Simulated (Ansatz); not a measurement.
The system is Br.

```xyz
4
Lattice="3.3632 -2.3226 0.0000 3.3632 2.3226 0.0000 0.0000 0.0000 8.7023" Properties=species:S:1:pos:R:3 pbc="T T T"
Br    3.3632    0.6266    3.3948
Br    3.3632    1.6959    7.7459
Br    3.3632   -0.6266    5.3075
Br    3.3632   -1.6959    0.9564
```

Base run:

* Program: Ansatz 0.2.0
* Functional: HSE06
* Potentials or basis: Ansatz PAW
* Cutoff: 420 eV
* Density cutoff: 1680 eV
* k mesh: 4 × 4 × 2
* Occupations: fermi-dirac, width 0.05 eV
* Spin: no spin polarisation

Its results: band gap on the k mesh 3.10 eV, indirect (least direct gap 3.22 eV); largest force 0.179 eV/Å.

Problem. The run is repeated on the same cell with these changes: functional from HSE06 to B3LYP. What comes out?

Solution. Band gap on the k mesh 3.40 eV, indirect (least direct gap 3.52 eV); largest force 0.617 eV/Å.

Caveats: the PAW data sets come from PBE, with cores solved anew for the run's functional, which leaves a small shift of forces and pressure; the potentials were made for another functional, which shifts forces and pressure (some runs).

Not every run made on this cell is shown here.
